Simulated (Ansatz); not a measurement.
Crystal: Si2W.

```
W Si
1.0
     4.61685    0.00000    0.00000
    -2.30843    3.99831    0.00000
     0.00000    0.00000    6.65322
W Si
3 6
Cartesian
  2.3084 0.0000 3.3266
  1.1542 1.9992 5.5444
  -1.1542 1.9992 1.1089
  1.1332 0.6542 1.1089
  3.4837 0.6542 5.5444
  0.0000 1.3085 3.3266
  1.1753 3.3441 1.1089
  -1.1753 3.3441 5.5444
  2.3084 2.6899 3.3266
```

Measurements of this composition are mostly on another form, of space group No. 139.

```yaml
Program: Ansatz 0.2.0
Task: relaxation of cell and atoms
Functional: RPBE
Dispersion: D4
Potentials_or_basis: Ansatz PAW
Cutoff: "420 eV (not typed: the program's choice for these potentials)"
k_mesh: 7 × 7 × 4
Occupations: fermi-dirac, width 0.05 eV
Spin: no spin polarisation
```

At the start: volume 13.65 Å³/atom.

Q: How do energy, volume and symmetry change on relaxing?

A: It ends after 5 steps and the volume is 13.07 Å³/atom (-4.2 %); space group P6_222 (No. 180, to 0.05 Å).

Step by step:
```csv
step,energy change (eV),largest force (eV/Å),volume (Å³)
1,0.0000,0.0044,122.82
2,-0.1238,0.1279,115.34
3,-0.1609,0.0129,117.83
4,-0.1612,0.0032,117.66
5,-0.1597,0.0033,117.66
```

Final structure:
```
W Si
1.0
     4.54939    0.00000    0.00000
    -2.27469    3.93989    0.00000
     0.00000    0.00000    6.56447
W Si
3 6
Direct
  0.50000 0.00000 0.50000
  0.50000 0.50000 0.83333
  0.00000 0.50000 0.16667
  0.32697 0.16348 0.16667
  0.83652 0.16348 0.83333
  0.16348 0.32697 0.50000
  0.67303 0.83652 0.16667
  0.16348 0.83652 0.83333
  0.83652 0.67303 0.50000
```

Caveat: the plane-wave basis is chosen anew once the cell has moved, so the energies of steps on either side of that aren't comparable; the PAW data sets come from PBE, with cores solved anew for the run's functional, which leaves a small shift of forces and pressure.
